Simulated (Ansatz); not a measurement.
# HgTe under pressure: fit and missing row

HgTe, F-43m, a = 6.573 Å. Ansatz: r2SCAN, PAW, 500 eV, Γ-centred 12×12×12 mesh on 2 atoms, Gaussian smearing 0.10 eV; no spin polarisation. Cell and atoms are relaxed at each pressure, and no other structure is tried, so the rows at high pressure may lie past a change of phase.

| V (Å³/atom) | P (GPa) |
| --- | --- |
| ? | 40.06 |
| 27.399 | 20.00 |
| 30.120 | 9.99 |
| 32.204 | 5.00 |
| 33.979 | 1.95 |
| 35.495 | 0.00 |
| 37.621 | -2.01 |

Question: Take V0 = 35.495 Å³/atom, fit the third-order Birch–Murnaghan form to the other rows, and predict the missing volume.

Answer: With the Eulerian strain f = ½[(V0/V)^(2/3) − 1] and y = P/[3f(1 + 2f)^(5/2)], the form is the line y = B0 + 1.5 B0 (B0′ − 4) f. Rows (f, y): 0.09419, 46.0; 0.05784, 43.8; 0.03351, 42.3; 0.01476, 40.9; -0.01902, 38.8. Means f = 0.03626, y = 42.360; Σ(Δf)² = 0.007347, ΣΔfΔy = 0.4703; the slope is their ratio. y = 40.04 + 64.01 f GPa, so B0 = 40.0 GPa and B0′ = 4 + 2 × (64.01)/(3 × 40.04) = 5.07. P = 40.06 GPa is met at f = 0.14399 (y = 49.26), so V = V0 (1 + 2f)^(−3/2) = 24.283 Å³/atom. The run gave 24.251 Å³/atom, so the fit is 0.032 Å³/atom too high, 0.24 % of the span of the series, against an rms of 0.005 Å³/atom on the fitted rows. The row lies outside the fitted range. The points of y bend away from a line: a fourth-order term fitted to them gives P = 40.09 GPa at this row's volume (the line 40.34, the run 40.06).

Spin–orbit coupling is left out, which can shift energies with elements as heavy as these.